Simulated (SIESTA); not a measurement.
# CuAu under changes of volume

One of the cells (15.351 Å³/atom); the others are scaled copies at fixed shape and fractional positions:

```
Au Cu
1.0
     1.44306    0.83315    4.25617
    -1.44306    0.83315    4.25617
     0.00000   -1.66630    4.25617
Au Cu
1 1
Cartesian
  0.0000 0.0000 0.0000
  0.0000 0.0000 6.3843
```

The cell comes from a database or a generator and needn't be the stable form of this composition.

```yaml
Program: SIESTA 5.4.2
Functional: LDA
Potentials_or_basis: PseudoDojo 0.4 standard (LDA files)
Basis: DZP (energy shift 0.003 Ry; two zetas on semicore shells)
Grid_cutoff: 800 Ry
Energy_shift: 0.003 Ry
k_mesh: 11 × 11 × 11
Occupations: fermi-dirac, width 0.05 eV
Spin: no spin polarisation
```

| volume (Å³/atom) | energy over the lowest point (meV/atom) | pressure (GPa) |
| --- | --- | --- |
| 14.430 | 0.00 | -4.1 |
| 14.737 | 11.08 | -7.3 |
| 15.044 | 27.87 | -10.1 |
| 15.351 | 49.74 | -12.6 |
| 15.658 | 75.94 | -14.7 |
| 15.965 | 105.84 | -16.5 |
| 16.272 | ? | ? |

**Question.** What does the run at 16.272 Å³/atom give?

**Answer.** Energy over the lowest point 139.08 meV/atom; pressure -18.1 GPa.

Worked out: A Birch-Murnaghan fit of order 3 (a polynomial in V^(-2/3)) to the other rows has its minimum at 14.09 Å³/atom, just outside them, with B0 = V·E''(V) = 186 GPa and B' = 5.5 at fixed shape and positions, which overstates the stiffness. It gives 138.98 meV/atom at 16.272 Å³/atom, against the run's 139.08, and -dE/dV = -18.1 GPa, against -18.1.

Energies are extrapolated to zero smearing.

Caveats: short orbitals over semicore shells can move pressures by several GPa; the basis of atomic orbitals isn't converged, which shifts pressures, moduli and gaps.
